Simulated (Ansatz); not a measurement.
## A series in volume scale on V

Results calculated with Ansatz 0.2.0, not measured. Periodic Kohn-Sham DFT of a crystal at fixed atoms, scaled to volume_scale times the given cell; pressure positive in compression, energy less spherical unpolarised free atoms, largest_vzz the field gradient of largest size among the nuclei.

The cell before it is scaled or strained (space group Im-3m, No. 229):
```
cell vectors (Å)
  -1.5130     1.5130     1.5130
   1.5130    -1.5130     1.5130
   1.5130     1.5130    -1.5130
atoms (fractions of the cell vectors)
V   0.00000  0.00000  0.00000
```

Settings of every row: method frozen-core PAW; functional PBE; relativity scalar; k mesh 19x19x19; filling fermi-dirac; smearing width 0.03 eV; wave cutoff 420 eV; paw set soft_2.

Atom:
| element | start moment (bohr magneton) |
| --- | --- |
| V | 1.5 |

| row | volume scale | V (Å³/atom) | pressure (GPa) |
| --- | --- | --- | --- |
| 1 | 0.94 | 13.023 | 6.212 |
| 2 | 0.96 | 13.3 | 2.053 |
| 3 | 0.98 | 13.577 | -1.707 |
| 4 | 0.99 | 13.716 | -3.45 |
| 5 | 1 | 13.854 | -5.111 |
| 6 | 1.01 | 13.993 | -6.69 |
| 7 | 1.02 | 14.131 | -8.194 |
| 8 | 1.04 | 14.408 | ? |
| 9 | 1.06 | 14.685 | -13.517 |

Cell moment is 0 bohr magneton in every row.

Question: what pressure should row 8 give?

Worked fit of pressure. Take u = (V_r/V)^(2/3) − 1 with V_r = 13.785 Å³ an atom, which is twice the finite (Eulerian) strain; such expansions in the strain, on which the Birch-Murnaghan equation of state is built, carry the rest volume and the bulk modulus. The shown rows have u = 0.03864, 0.02417, 0.01019, 0.00335, -0.00332, -0.00993, -0.01639, -0.04129. Least squares give pressure = −4.2925 + 247.678 × u + 607 × u² + 470 × u³ GPa; a parabola predicts inner rows, each left out in turn, worse (root mean square 0.0083 against 0.0049 GPa). The rows lie off it by 0.001, -0.002, -0.002, 0.006, -0.003, 0.003, -0.003, 0.000 (root mean square 0.003 GPa). The pressure vanishes at u = 0.0166, or V = 13.45 Å³ an atom, and there the bulk modulus at fixed shape and fractions is B = −V dP/dV = (2/3)(1 + u) dP/du = 182 GPa. The withheld row has u = -0.02904, so the fit gives −4.2925 + 247.678 × (-0.02904) + 607 × (-0.02904)² + 470 × (-0.02904)³ = -10.985 GPa.

The calculation gave -10.988 GPa. The fit lies 0.003 GPa (0.015 % of the column's range) above it; its largest miss of a shown row is 0.006 GPa.
